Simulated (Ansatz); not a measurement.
Ru: equation of state with LDA

Ru:

```
Ru
1.0
     2.70580    0.00000    0.00000
    -1.35290    2.34329    0.00000
     0.00000    0.00000    4.28190
Ru
2
Direct
  0.66667 0.33333 0.75000
  0.33333 0.66667 0.25000
```

```
Program             : Ansatz 0.2.0
Task                : equation of state
Functional          : LDA
Potentials or basis : Ansatz PAW
Cutoff              : 420 eV
Density cutoff      : 1680 eV
k mesh              : 11 × 11 × 6
Occupations         : fermi-dirac, width 0.05 eV
Spin                : spin-orbit coupling, no magnetisation
```

```json
{
 "Equilibrium volume": "13.09 Å³/atom",
 "Bulk modulus at fixed shape and positions": "366 GPa",
 "Pressure derivative of the bulk modulus": "4.8"
}
```

Energy against volume, from the lowest point:
```
volume (Å³/atom)  energy (meV/atom)
          12.760               9.82
          13.032               0.00
          13.303               3.39
          13.575              18.51
          13.846              44.02
          14.118              78.72
          14.389             121.57
```

All runs of the series together: 45 s on 2 threads of Arm Neoverse V1 (shared host).

Caveat: the cell was scaled at fixed shape and fractional positions, which overstates the stiffness of a crystal with free parameters, most of all of layers and chains.
